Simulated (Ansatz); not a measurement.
Input file of a DFT run on Li2O with Ansatz:

```yaml
crystal:
  lattice:
    - [0.0, 2.2985479212, 2.2985479212]
    - [2.2985479212, 0.0, 2.2985479212]
    - [2.2985479212, 2.2985479212, 0.0]
  atoms:
    - { symbol: Li, position: [0.25, 0.25, 0.25] }
    - { symbol: Li, position: [0.75, 0.75, 0.75] }
    - { symbol: O, position: [0.0, 0.0, 0.0] }
basis:
  ecutwfc: 420
  ecutrho_ratio: 4
kpoints:
  mp_grid: { grid: [12, 12, 12] }
hamiltonian:
  xc: pbe
scf:
  occupations: { method: gaussian, width: 0.05 }
output:
  forces: true
  stress: true
  eigenvalues: true
```

Launched as:
```sh
ansatz run input.yaml --threads 2 --pin off --max-ram 2662MiB --backend cpu --events-out ev --progress --plain --runs-dir out
```

The chain of runs began from a cell as deposited in COD, expanded in volume.

Question: Predict the main results.

Answer: Pressure 1.6 GPa, gap on the mesh 5.02 eV (PBE, scalar-relativistic).

What the program printed, in part:

```
Pseudopotentials: kind: paw
Pseudopotential: Li, paw, valence charge 3, recommended cutoff 420 eV (normal), Li.paw.azcp
Pseudopotential: O, paw, valence charge 6, recommended cutoff 420 eV (normal), O.paw.azcp
Crystal: 3 atoms, lattice volume = 24.288 Å³
Basis set: ecut = 420 eV, 531 PW (Γ), exchange–correlation on 48×48×48 points (8 copies of the dense FFT grid, shifted against one another)
Bands: 10, of which v1, the nominal top of the filled ones, is band 6 counted from 1 (5 counted from 0)
Symmetry: 48 space group operations
Space group: Fm-3m (ITA 225), of the structure as read, at distance tolerance 2.9e-5 Å
k-points: 72 of 1728
Initial density: superposition of atomic densities (neutral atoms: chi_scale 0, normalization atom), corrected by the library's trained network
Initial wavefunctions: pseudopotential atomic-orbital guess
Functional: x = pbe(κ = 0.804, μ = 0.21951), c = pbe(β = 0.06672)
```

SCF trace (energy estimate counted from the last row):
```
iteration   ΔE (eV)  density residual (eV)
        1  -1.9e-05                1.04e-5
        2   1.2e-05                6.81e-5
        3   8.0e-06                1.42e-5
        4     0.000                2.15e-7
        5     0.000                2.46e-8
        6     0.000                2.63e-9
```

```
SCF 1 converged in 6 iterations: F = -979.860507 eV  dr2 = 2.63e-9
SCF converged after 6 iterations
Free energy (F): -979.860507 eV
E sigma→0 (E₀):  -979.860507 eV
Fermi energy:    5.541687 eV
--- Per-component energies (eV) ---
  E_band       = -172.499293
  E_kinetic    = 223.033120
  E_local      = -564.669007  (includes V_loc(G=0)·N_el)
  E_nonlocal   = -18.041390
  E_hartree    = 186.649214
  E_xc         = -97.664447
  E_vxc        = -124.996769  (∫ρ·V_xc dr)
  E_paw        = -200.264591  (= ΣΔE_a)
  E_vpaw       = -61.125270  (= ΣTr[D̂ρ^β])
  E_aug_tail   = 0.002618  (compensation charges beyond the density's cutoff)
  E_ewald      = -508.906023
  E_smearing   =  0.000000  (= −TS)
--- Forces (eV/Å), atoms counted from 1 ---
  atom   1  Li     0.00000000     0.00000000     0.00000000
  atom   2  Li     0.00000000     0.00000000     0.00000000
  atom   3  O      0.00000000     0.00000000     0.00000000
--- Stress (GPa, compression-positive) ---
        1.553506       0.000000       0.000000
        0.000000       1.553506       0.000000
        0.000000       0.000000       1.553506
  P = ⅓ Tr σ = 1.5535 GPa (15.535 kbar)
--- Band table (eV; the first three rows and the last of 72) ---
  k-point 0: bands = ["-39.8954", "-39.5501", "-12.4343", "3.0312", "3.0312", "3.0312", "8.4060", "15.0600", "15.0600", "15.0600"]
  k-point 1: bands = ["-39.8886", "-39.5550", "-12.4207", "2.7880", "2.9982", "2.9982", "8.5998", "15.0793", "15.1657", "15.1657"]
  k-point 2: bands = ["-39.8687", "-39.5699", "-12.3826", "2.1849", "2.9084", "2.9084", "9.1088", "15.0678", "15.4000", "15.4000"]
  k-point 71: bands = ["-39.7037", "-39.7037", "-12.1520", "1.1811", "1.5272", "1.5272", "10.2686", "13.5740", "17.3094", "17.3094"]
```

Cost: 0.6 s on 2 threads of Arm Neoverse V2, with other jobs on the host, peak memory 0.28 GiB.

Absolute energies hang on the potentials; compare differences alone.

Kohn–Sham gaps of semilocal functionals lie under measured ones, often by a third or more.
